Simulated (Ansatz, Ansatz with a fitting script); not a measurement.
# BN (Qingsongite): converging an RPA energy, part 3 of 4

Aim: see which settings move the RPA energy of BN (Qingsongite), and what they cost.

Ansatz 0.2.0; EXX+RPA on LDA, plane waves, norm-conserving pseudopotentials.

So far. Step 17 (Long-wave term, 5×5×5 mesh, cutoffs to 160 eV, 56 empty …): Extrapolated from these cutoffs, the correlation energy is -6.80 eV per atom (fit error 0.03); such a limit moves with the range of cutoffs. Step 18 (Response cutoff, 5×5×5 mesh, cutoffs to 340 eV, 168 …): Extrapolated from these cutoffs, the correlation energy is -7.06 eV per atom (fit error 0.00); such a limit moves with the range of cutoffs.

### 19. Response cutoff, 5×5×5 mesh, cutoffs to 340 eV, 176 empty bands, volume +5 %

input.yaml

```yaml
crystal:
  lattice:
    - [0.0, 1.8371364149, 1.8371364149]
    - [1.8371364149, 0.0, 1.8371364149]
    - [1.8371364149, 1.8371364149, 0.0]
  atoms:
    - { symbol: B, position: [0.0, 0.0, 0.0] }
    - { symbol: "N", position: [0.75, 0.75, 0.75] }
kpoints:
  mp_grid: { grid: [5, 5, 5] }
hamiltonian:
  xc: lda
  pseudopotentials: { kind: nc, xc_functional: pbe }
scf:
  occupations: { method: fixed }
  lower_state_search: "off"
  convergence: { dr2_threshold: 1.0e-09 }
output:
  rpa_energy:
    ecut_chi_ladder: [204, 238, 272, 306, 340]
    long_wavelength: optical_limit
    n_empty_bands: 176
basis:
  ecutwfc: 1240.0
  xc_grid: 3
```

Started as:

```bash
> ansatz run input.yaml --threads 4 --pin off --max-ram 18432MiB --backend cpu --events-out ev --progress --plain --runs-dir out
```

The program printed:

```text
[...]
Crystal: 2 atoms, lattice volume = 12.401 Å³
Basis set: ecut = 1240 eV, 1243 PW (Γ), exchange–correlation on 90×90×90 points (27 copies of the dense FFT grid, shifted against one another)
Bands: 8, of which v1, the nominal top of the filled ones, is band 4 counted from 1 (3 counted from 0)
Symmetry: 24 space group operations
[...]
k-points: 10 of 125 (time reversal used)
[...]
( 0.0000,  0.2000, -0.2000)    0.96735     0.161103           0.160992   0.089683
    ( 0.0000,  0.2000,  0.4000)    1.13432     0.207870           0.207717   0.120351
    ( 0.0000,  0.0000,  0.4000)    1.18476     0.216433           0.216266   0.128555
    ( 0.0000,  0.4000,  0.4000)    1.36804     0.276873           0.276645   0.168679
  core–valence xc dropped  : E_EXX =      -336.641164 eV   E_EXX+RPA =      -350.794846 eV
  core–valence xc semilocal: E_EXX =      -367.976444 eV   E_EXX+RPA =      -382.130127 eV
[key lines of the parts left out:]
SCF converged after 8 iterations
Free energy (F): -376.610355 eV
Fermi energy:    10.322700 eV
```

Run time: 16 s. Hardware: 4 threads of Arm Neoverse V1, shared host; peak memory 0.61 GiB.

Numbers from this step:

```
exact exchange energy  : -90.9275 eV
RPA correlation energy : -14.15 eV
```

Extrapolated from these cutoffs, the correlation energy is -7.08 eV per atom (fit error 0.00); such a limit moves with the range of cutoffs.

### 20. Bands, 5×5×5 mesh, cutoffs to 160 eV, 131 empty bands

input.yaml, the sections that differ from step 19:

```yaml
crystal:
  lattice:
    - [0.0, 1.8075, 1.8075]
    - [1.8075, 0.0, 1.8075]
    - [1.8075, 1.8075, 0.0]
  atoms:
    - { symbol: B, position: [0.0, 0.0, 0.0] }
    - { symbol: "N", position: [0.75, 0.75, 0.75] }
output:
  rpa_energy:
    ecut_chi_ladder: [96, 112, 128, 144, 160]
    long_wavelength: optical_limit
    n_empty_bands: 131
# kpoints, hamiltonian, scf, basis: as in step 19
```

The program printed:

```text
[...]
Crystal: 2 atoms, lattice volume = 11.810 Å³
Basis set: ecut = 1240 eV, 1211 PW (Γ), exchange–correlation on 90×90×90 points (27 copies of the dense FFT grid, shifted against one another)
Bands: 8, of which v1, the nominal top of the filled ones, is band 4 counted from 1 (3 counted from 0)
Symmetry: 24 space group operations
[...]
k-points: 10 of 125 (time reversal used)
[...]
( 0.0000,  0.2000, -0.2000)    0.98321     0.161779           0.161617   0.090588
    ( 0.0000,  0.2000,  0.4000)    1.15292     0.208730           0.208502   0.121551
    ( 0.0000,  0.0000,  0.4000)    1.20418     0.217411           0.217162   0.129831
    ( 0.0000,  0.4000,  0.4000)    1.39047     0.277980           0.277638   0.170299
  core–valence xc dropped  : E_EXX =      -336.641748 eV   E_EXX+RPA =      -350.237160 eV
  core–valence xc semilocal: E_EXX =      -368.053834 eV   E_EXX+RPA =      -381.649246 eV
[key lines of the parts left out:]
SCF converged after 8 iterations
Free energy (F): -376.657090 eV
Fermi energy:    11.092140 eV
```

Run time: 7.2 s. Hardware: 4 threads; peak memory 0.47 GiB.

This step gave:

* exact exchange energy: -91.9228 eV
* RPA correlation energy: -13.60 eV

Extrapolated from these cutoffs, the correlation energy is -6.80 eV per atom (fit error 0.03); such a limit moves with the range of cutoffs.

### 21. Bands, 5×5×5 mesh, cutoffs to 160 eV, 137 empty bands, volume +5 %

input.yaml, the sections that differ from step 20:

```yaml
crystal:
  lattice:
    - [0.0, 1.8371364149, 1.8371364149]
    - [1.8371364149, 0.0, 1.8371364149]
    - [1.8371364149, 1.8371364149, 0.0]
  atoms:
    - { symbol: B, position: [0.0, 0.0, 0.0] }
    - { symbol: "N", position: [0.75, 0.75, 0.75] }
output:
  rpa_energy:
    ecut_chi_ladder: [96, 112, 128, 144, 160]
    long_wavelength: optical_limit
    n_empty_bands: 137
# kpoints, hamiltonian, scf, basis: as in step 20
```

The program printed:

```text
[...]
Crystal: 2 atoms, lattice volume = 12.401 Å³
Basis set: ecut = 1240 eV, 1243 PW (Γ), exchange–correlation on 90×90×90 points (27 copies of the dense FFT grid, shifted against one another)
Bands: 8, of which v1, the nominal top of the filled ones, is band 4 counted from 1 (3 counted from 0)
Symmetry: 24 space group operations
[...]
k-points: 10 of 125 (time reversal used)
[...]
( 0.0000,  0.2000, -0.2000)    0.96735     0.161103           0.160948   0.089777
    ( 0.0000,  0.2000,  0.4000)    1.13432     0.207870           0.207653   0.120450
    ( 0.0000,  0.0000,  0.4000)    1.18476     0.216433           0.216196   0.128656
    ( 0.0000,  0.4000,  0.4000)    1.36804     0.276873           0.276546   0.168808
  core–valence xc dropped  : E_EXX =      -336.641164 eV   E_EXX+RPA =      -350.284737 eV
  core–valence xc semilocal: E_EXX =      -367.976444 eV   E_EXX+RPA =      -381.620018 eV
[key lines of the parts left out:]
SCF converged after 8 iterations
Free energy (F): -376.610355 eV
Fermi energy:    10.322700 eV
```

The job ended after 7.8 s (4 threads; peak memory 0.49 GiB).

This step gave:

```yaml
exact_exchange_energy: -90.9275 eV
rpa_correlation_energy: -13.64 eV
```

Extrapolated from these cutoffs, the correlation energy is -6.82 eV per atom (fit error 0.03); such a limit moves with the range of cutoffs.

### 22. Wavefunction cutoff, 5×5×5 mesh, cutoffs to 160 eV, 54 empty bands

input.yaml, the sections that differ from step 21:

```yaml
crystal:
  lattice:
    - [0.0, 1.8075, 1.8075]
    - [1.8075, 0.0, 1.8075]
    - [1.8075, 1.8075, 0.0]
  atoms:
    - { symbol: B, position: [0.0, 0.0, 0.0] }
    - { symbol: "N", position: [0.75, 0.75, 0.75] }
output:
  rpa_energy:
    ecut_chi_ladder: [96, 112, 128, 144, 160]
    long_wavelength: optical_limit
    n_empty_bands: 54
basis:
  ecutwfc: 868
  xc_grid: 3
# kpoints, hamiltonian, scf: as in step 21
```

The program printed:

```text
Warning: basis.ecutwfc = 868 eV is below the records' recommended 1240 eV, and the density's cutoff is lower with it unless basis.ecutrho_ratio is high enough to keep the records' density cutoff: compare with a run at a higher cutoff
[...]
Crystal: 2 atoms, lattice volume = 11.810 Å³
Basis set: ecut = 868 eV, 701 PW (Γ), exchange–correlation on 75×75×75 points (27 copies of the dense FFT grid, shifted against one another)
[...]
( 0.0000,  0.2000, -0.2000)    0.98321     0.161893           0.161210   0.090623
    ( 0.0000,  0.2000,  0.4000)    1.15292     0.208852           0.207896   0.121595
    ( 0.0000,  0.0000,  0.4000)    1.20418     0.217519           0.216465   0.129875
    ( 0.0000,  0.4000,  0.4000)    1.39047     0.278098           0.276668   0.170354
  core–valence xc dropped  : E_EXX =      -336.534239 eV   E_EXX+RPA =      -350.121851 eV
  core–valence xc semilocal: E_EXX =      -367.890448 eV   E_EXX+RPA =      -381.478060 eV
[key lines of the parts left out:]
SCF converged after 8 iterations
Free energy (F): -376.490773 eV
Fermi energy:    11.108334 eV
```

Wall time 2.6 s (4 threads); peak memory 0.29 GiB.

This step gave:

```
exact exchange energy  : -91.9120 eV
RPA correlation energy : -13.59 eV
```

Extrapolated from these cutoffs, the correlation energy is -6.79 eV per atom (fit error 0.03); such a limit moves with the range of cutoffs.

### 23. Wavefunction cutoff, 5×5×5 mesh, cutoffs to 160 eV, 56 empty bands, volume +5 %

input.yaml, the sections that differ from step 22:

```yaml
crystal:
  lattice:
    - [0.0, 1.8371364149, 1.8371364149]
    - [1.8371364149, 0.0, 1.8371364149]
    - [1.8371364149, 1.8371364149, 0.0]
  atoms:
    - { symbol: B, position: [0.0, 0.0, 0.0] }
    - { symbol: "N", position: [0.75, 0.75, 0.75] }
output:
  rpa_energy:
    ecut_chi_ladder: [96, 112, 128, 144, 160]
    long_wavelength: optical_limit
    n_empty_bands: 56
# kpoints, hamiltonian, scf, basis: as in step 22
```

The program printed:

```text
[...]
Crystal: 2 atoms, lattice volume = 12.401 Å³
Basis set: ecut = 868 eV, 725 PW (Γ), exchange–correlation on 75×75×75 points (27 copies of the dense FFT grid, shifted against one another)
Bands: 8, of which v1, the nominal top of the filled ones, is band 4 counted from 1 (3 counted from 0)
Symmetry: 24 space group operations
[...]
k-points: 10 of 125 (time reversal used)
[...]
( 0.0000,  0.2000, -0.2000)    0.96735     0.161230           0.160567   0.089819
    ( 0.0000,  0.2000,  0.4000)    1.13432     0.208006           0.207080   0.120501
    ( 0.0000,  0.0000,  0.4000)    1.18476     0.216552           0.215529   0.128705
    ( 0.0000,  0.4000,  0.4000)    1.36804     0.277004           0.275626   0.168870
  core–valence xc dropped  : E_EXX =      -336.537150 eV   E_EXX+RPA =      -350.172473 eV
  core–valence xc semilocal: E_EXX =      -367.818046 eV   E_EXX+RPA =      -381.453369 eV
[key lines of the parts left out:]
SCF converged after 8 iterations
Free energy (F): -376.449494 eV
Fermi energy:    10.338620 eV
```

Run time: 2.8 s. Hardware: 4 threads; peak memory 0.29 GiB.

This step gave:

- exact exchange energy: -90.9152 eV
- RPA correlation energy: -13.64 eV

Extrapolated from these cutoffs, the correlation energy is -6.82 eV per atom (fit error 0.03); such a limit moves with the range of cutoffs.

### 24. Pair-density box, 5×5×5 mesh, cutoffs to 160 eV, 54 empty bands

input.yaml, the sections that differ from step 23:

```yaml
crystal:
  lattice:
    - [0.0, 1.8075, 1.8075]
    - [1.8075, 0.0, 1.8075]
    - [1.8075, 1.8075, 0.0]
  atoms:
    - { symbol: B, position: [0.0, 0.0, 0.0] }
    - { symbol: "N", position: [0.75, 0.75, 0.75] }
output:
  rpa_energy:
    ecut_chi_ladder: [96, 112, 128, 144, 160]
    long_wavelength: optical_limit
    n_empty_bands: 54
    ecutfock_ratio: 2
basis:
  ecutwfc: 1240.0
  xc_grid: 3
# kpoints, hamiltonian, scf: as in step 23
```

The program printed:

```text
[...]
Crystal: 2 atoms, lattice volume = 11.810 Å³
Basis set: ecut = 1240 eV, 1211 PW (Γ), exchange–correlation on 90×90×90 points (27 copies of the dense FFT grid, shifted against one another)
Bands: 8, of which v1, the nominal top of the filled ones, is band 4 counted from 1 (3 counted from 0)
Symmetry: 24 space group operations
[...]
k-points: 10 of 125 (time reversal used)
[...]
( 0.0000,  0.2000, -0.2000)    0.98321     0.161779           0.161112   0.090588
    ( 0.0000,  0.2000,  0.4000)    1.15292     0.208730           0.207793   0.121551
    ( 0.0000,  0.0000,  0.4000)    1.20418     0.217411           0.216376   0.129832
    ( 0.0000,  0.4000,  0.4000)    1.39047     0.277980           0.276572   0.170299
  core–valence xc dropped  : E_EXX =      -336.641748 eV   E_EXX+RPA =      -350.237825 eV
  core–valence xc semilocal: E_EXX =      -368.053834 eV   E_EXX+RPA =      -381.649911 eV
[key lines of the parts left out:]
SCF converged after 8 iterations
Free energy (F): -376.657090 eV
Fermi energy:    11.092140 eV
```

It took 3.4 s on 4 threads; peak memory 0.3 GiB.

Numbers from this step:

* exact exchange energy: -91.9228 eV
* RPA correlation energy: -13.60 eV

Extrapolated from these cutoffs, the correlation energy is -6.80 eV per atom (fit error 0.03); such a limit moves with the range of cutoffs.

### 25. Pair-density box, 5×5×5 mesh, cutoffs to 160 eV, 56 empty bands, volume +5 %

input.yaml, the sections that differ from step 24:

```yaml
crystal:
  lattice:
    - [0.0, 1.8371364149, 1.8371364149]
    - [1.8371364149, 0.0, 1.8371364149]
    - [1.8371364149, 1.8371364149, 0.0]
  atoms:
    - { symbol: B, position: [0.0, 0.0, 0.0] }
    - { symbol: "N", position: [0.75, 0.75, 0.75] }
output:
  rpa_energy:
    ecut_chi_ladder: [96, 112, 128, 144, 160]
    long_wavelength: optical_limit
    n_empty_bands: 56
    ecutfock_ratio: 2
# kpoints, hamiltonian, scf, basis: as in step 24
```

The program printed:

```text
[...]
Crystal: 2 atoms, lattice volume = 12.401 Å³
Basis set: ecut = 1240 eV, 1243 PW (Γ), exchange–correlation on 90×90×90 points (27 copies of the dense FFT grid, shifted against one another)
Bands: 8, of which v1, the nominal top of the filled ones, is band 4 counted from 1 (3 counted from 0)
Symmetry: 24 space group operations
[...]
k-points: 10 of 125 (time reversal used)
[...]
( 0.0000,  0.2000, -0.2000)    0.96735     0.161103           0.160456   0.089777
    ( 0.0000,  0.2000,  0.4000)    1.13432     0.207870           0.206963   0.120451
    ( 0.0000,  0.0000,  0.4000)    1.18476     0.216433           0.215430   0.128656
    ( 0.0000,  0.4000,  0.4000)    1.36804     0.276873           0.275516   0.168808
  core–valence xc dropped  : E_EXX =      -336.641164 eV   E_EXX+RPA =      -350.285106 eV
  core–valence xc semilocal: E_EXX =      -367.976444 eV   E_EXX+RPA =      -381.620387 eV
[key lines of the parts left out:]
SCF converged after 8 iterations
Free energy (F): -376.610355 eV
Fermi energy:    10.322700 eV
```

Run time: 3.5 s. Hardware: 4 threads; peak memory 0.3 GiB.

Numbers from this step:

```
exact exchange energy  : -90.9275 eV
RPA correlation energy : -13.64 eV
```

Extrapolated from these cutoffs, the correlation energy is -6.82 eV per atom (fit error 0.03); such a limit moves with the range of cutoffs.

### 26. k mesh, 8×8×8 mesh, cutoffs to 160 eV, 54 empty bands

input.yaml, the sections that differ from step 25:

```yaml
crystal:
  lattice:
    - [0.0, 1.8075, 1.8075]
    - [1.8075, 0.0, 1.8075]
    - [1.8075, 1.8075, 0.0]
  atoms:
    - { symbol: B, position: [0.0, 0.0, 0.0] }
    - { symbol: "N", position: [0.75, 0.75, 0.75] }
kpoints:
  mp_grid: { grid: [8, 8, 8] }
output:
  rpa_energy:
    ecut_chi_ladder: [96, 112, 128, 144, 160]
    long_wavelength: optical_limit
    n_empty_bands: 54
# hamiltonian, scf, basis: as in step 25
```

The program printed:

```text
[...]
Crystal: 2 atoms, lattice volume = 11.810 Å³
Basis set: ecut = 1240 eV, 1211 PW (Γ), exchange–correlation on 90×90×90 points (27 copies of the dense FFT grid, shifted against one another)
Bands: 8, of which v1, the nominal top of the filled ones, is band 4 counted from 1 (3 counted from 0)
Symmetry: 24 space group operations
[...]
k-points: 29 of 512 (time reversal used)
[...]
( 0.0000,  0.1250, -0.1250)    0.61451     0.072478           0.072228   0.037041
    ( 0.0000,  0.1250,  0.2500)    0.72057     0.096479           0.096132   0.050423
    ( 0.0000,  0.0000,  0.2500)    0.75261     0.102531           0.102150   0.054508
    ( 0.0000,  0.2500,  0.2500)    0.86904     0.134171           0.133660   0.072314
  core–valence xc dropped  : E_EXX =      -336.652221 eV   E_EXX+RPA =      -350.251491 eV
  core–valence xc semilocal: E_EXX =      -368.062023 eV   E_EXX+RPA =      -381.661294 eV
[key lines of the parts left out:]
SCF converged after 8 iterations
Free energy (F): -376.674758 eV
Fermi energy:    11.081881 eV
```

Wall time 31 s (4 threads); peak memory 0.34 GiB.

This step gave:

```yaml
exact_exchange_energy: -91.8962 eV
rpa_correlation_energy: -13.60 eV
```

Extrapolated from these cutoffs, the correlation energy is -6.80 eV per atom (fit error 0.03); such a limit moves with the range of cutoffs.

### 27. k mesh, 8×8×8 mesh, cutoffs to 160 eV, 56 empty bands, volume +5 %

input.yaml, the sections that differ from step 26:

```yaml
crystal:
  lattice:
    - [0.0, 1.8371364149, 1.8371364149]
    - [1.8371364149, 0.0, 1.8371364149]
    - [1.8371364149, 1.8371364149, 0.0]
  atoms:
    - { symbol: B, position: [0.0, 0.0, 0.0] }
    - { symbol: "N", position: [0.75, 0.75, 0.75] }
output:
  rpa_energy:
    ecut_chi_ladder: [96, 112, 128, 144, 160]
    long_wavelength: optical_limit
    n_empty_bands: 56
# kpoints, hamiltonian, scf, basis: as in step 26
```

The program printed:

```text
[...]
Crystal: 2 atoms, lattice volume = 12.401 Å³
Basis set: ecut = 1240 eV, 1243 PW (Γ), exchange–correlation on 90×90×90 points (27 copies of the dense FFT grid, shifted against one another)
Bands: 8, of which v1, the nominal top of the filled ones, is band 4 counted from 1 (3 counted from 0)
Symmetry: 24 space group operations
[...]
k-points: 29 of 512 (time reversal used)
[...]
( 0.0000,  0.1250, -0.1250)    0.60459     0.072178           0.071936   0.036693
    ( 0.0000,  0.1250,  0.2500)    0.70895     0.096081           0.095747   0.049960
    ( 0.0000,  0.0000,  0.2500)    0.74047     0.102088           0.101721   0.054007
    ( 0.0000,  0.2500,  0.2500)    0.85502     0.133632           0.133140   0.071630
  core–valence xc dropped  : E_EXX =      -336.650977 eV   E_EXX+RPA =      -350.299594 eV
  core–valence xc semilocal: E_EXX =      -367.984046 eV   E_EXX+RPA =      -381.632662 eV
[key lines of the parts left out:]
SCF converged after 8 iterations
Free energy (F): -376.627491 eV
Fermi energy:    10.312520 eV
```

The job ended after 33 s (4 threads; peak memory 0.35 GiB; 1.9 min of CPU time).

Numbers from this step:

```
exact exchange energy  : -90.9010 eV
RPA correlation energy : -13.65 eV
```

Extrapolated from these cutoffs, the correlation energy is -6.82 eV per atom (fit error 0.03); such a limit moves with the range of cutoffs.

### 28. Wavefunction cutoff, 5×5×5 mesh, cutoffs to 160 eV, 54 empty bands

input.yaml, the sections that differ from step 27:

```yaml
crystal:
  lattice:
    - [0.0, 1.8075, 1.8075]
    - [1.8075, 0.0, 1.8075]
    - [1.8075, 1.8075, 0.0]
  atoms:
    - { symbol: B, position: [0.0, 0.0, 0.0] }
    - { symbol: "N", position: [0.75, 0.75, 0.75] }
kpoints:
  mp_grid: { grid: [5, 5, 5] }
output:
  rpa_energy:
    ecut_chi_ladder: [96, 112, 128, 144, 160]
    long_wavelength: optical_limit
    n_empty_bands: 54
basis:
  ecutwfc: 1612
  xc_grid: 3
# hamiltonian, scf: as in step 27
```

The program printed:

```text
[...]
Crystal: 2 atoms, lattice volume = 11.810 Å³
Basis set: ecut = 1612 eV, 1807 PW (Γ), exchange–correlation on 108×108×108 points (27 copies of the dense FFT grid, shifted against one another)
Bands: 8, of which v1, the nominal top of the filled ones, is band 4 counted from 1 (3 counted from 0)
Symmetry: 24 space group operations
[...]
k-points: 10 of 125 (time reversal used)
[...]
( 0.0000,  0.2000, -0.2000)    0.98321     0.161778           0.161111   0.090588
    ( 0.0000,  0.2000,  0.4000)    1.15292     0.208729           0.207792   0.121551
    ( 0.0000,  0.0000,  0.4000)    1.20418     0.217411           0.216375   0.129831
    ( 0.0000,  0.4000,  0.4000)    1.39047     0.277979           0.276571   0.170299
  core–valence xc dropped  : E_EXX =      -336.643771 eV   E_EXX+RPA =      -350.239960 eV
  core–valence xc semilocal: E_EXX =      -368.054482 eV   E_EXX+RPA =      -381.650671 eV
[key lines of the parts left out:]
SCF converged after 8 iterations
Free energy (F): -376.658318 eV
Fermi energy:    11.091949 eV
```

Wall time 4.6 s (4 threads); peak memory 0.33 GiB.

Numbers from this step:

```yaml
exact_exchange_energy: -91.9232 eV
rpa_correlation_energy: -13.60 eV
```

Extrapolated from these cutoffs, the correlation energy is -6.80 eV per atom (fit error 0.03); such a limit moves with the range of cutoffs.

[end of part 3 of 4]

[Paths, hosts, dates, memory and timing lines, banners, echoed tables and standing remarks are left out of the program output.]

[Logs are printed without paths, hosts, clocks, repeated set-up lines and the standing remarks that a program may print on its own settings, such as how far it seeks lower states.]

[Runs of the session that timed out or met a known fault of the program may be left out.]

[Hosts, paths, dates, database ids (printed as entryN), source tags and the programs' standing remarks are cut or masked in the printed files.]
